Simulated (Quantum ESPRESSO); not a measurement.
BN:

```xyz
2
Lattice="2.5080 0.0000 0.0000 -1.2467 2.1762 0.0000 -0.6307 -1.0881 3.0225" Properties=species:S:1:pos:R:3 pbc="T T T"
N     0.6410   -0.3484    2.9772
B     1.2297    2.1384    0.0055
```

The cell comes from a database or a generator and needn't be the stable form of this composition.

Base run:

```yaml
Program: Quantum ESPRESSO 7.5
Functional: r2SCAN
Potentials_or_basis: SG15 PBE 1.2
Cutoff: 1197 eV
Density_cutoff: 4789 eV
k_mesh: 13 × 13 × 9
Occupations: fermi-dirac, width 0.05 eV
Spin: no spin polarisation
```

Its results: band gap on the k mesh 3.36 eV, indirect (least direct gap 5.25 eV); pressure -0.8 GPa; largest force 2.686 eV/Å.

Task: The run is repeated on the same cell with these changes: functional from r2SCAN to PBEsol; potentials or basis from SG15 PBE 1.2 to GBRV 1.5 PBEsol; cutoff from 1197 eV to 612 eV; density cutoff from 4789 eV to 4898 eV. What comes out?

Result: Band gap on the k mesh 2.71 eV, indirect (least direct gap 4.48 eV); pressure 2.0 GPa; largest force 2.761 eV/Å.

Caveats: the potentials were made for another functional, which shifts forces and pressure (some runs); the mesh misses the band edges, which the band path finds closer together (some runs); forces of over 1 eV/Å show positions far from the minimum, so gaps and moduli don't describe the material at rest (some runs).
